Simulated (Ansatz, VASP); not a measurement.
## MgO in VASP and in Ansatz

INCAR

```
  ALGO = Normal
  EDIFF = 1E-6
  ENCUT = 520
  GGA = PE
  ISIF = 2
  ISMEAR = -1
  LASPH = True
  LCHARG = False
  LREAL = False
  LWAVE = False
  NBANDS = 11
  NELM = 100
  PREC = Accurate
  SIGMA = 0.08
```

The input KPOINTS:

```
k-points
0
Gamma
  13 13 13
```

The input POSCAR:

```
MgO
1.0
    0.0000000000      2.2592223707      2.2592223707
    2.2592223707      0.0000000000      2.2592223707
    2.2592223707      2.2592223707      0.0000000000
Mg O
1 1
Direct
    0.0000000000      0.0000000000      0.0000000000
    0.2500000000      0.2500000000      0.2500000000
```

Input for Ansatz:

```yaml
crystal:
  lattice:
    - [0.0, 2.2592223707, 2.2592223707]
    - [2.2592223707, 0.0, 2.2592223707]
    - [2.2592223707, 2.2592223707, 0.0]
  atoms:
    - { symbol: Mg, position: [0.0, 0.0, 0.0] }
    - { symbol: O, position: [0.25, 0.25, 0.25] }
kpoints:
  mp_grid: { grid: [13, 13, 13] }
scf:
  occupations: { method: fermi_dirac, width: 0.08 }
hamiltonian:
  xc: pbe
  pseudopotentials: { kind: all_electron, lapw: { basis_error: 0.0005 } }
output:
  forces: true
  stress: true
  eigenvalues: true
```

Change from the starting cell: volume scaled by 0.9405.

Alike in both runs: task single point; functional PBE; k mesh 13 × 13 × 13; occupations fermi-dirac, width 0.08 eV; no spin polarisation.

|  | VASP | Ansatz |
| --- | --- | --- |
| version | VASP 6.6.1 | Ansatz 0.2.0 |
| potentials or method | VASP PAW PBE potentials, release 64 (Mg, O) | all-electron LAPW, scalar-relativistic |
| plane-wave cutoff (eV) | 520 | see its input |

VASP gave:

```
gap on the k mesh at the Fermi level (eV) : 3.81
pressure (GPa)                            : 7.6
```

Task: Which values does Ansatz return?

Result: gap on the k mesh at the Fermi level (eV): 3.82; pressure (GPa): 8.0.

Ansatz ran all-electron here, so the differences hold the error of VASP's frozen core and of both bases.

Caveats: an odd mesh through Γ misses points on the zone boundary, where band edges often lie.
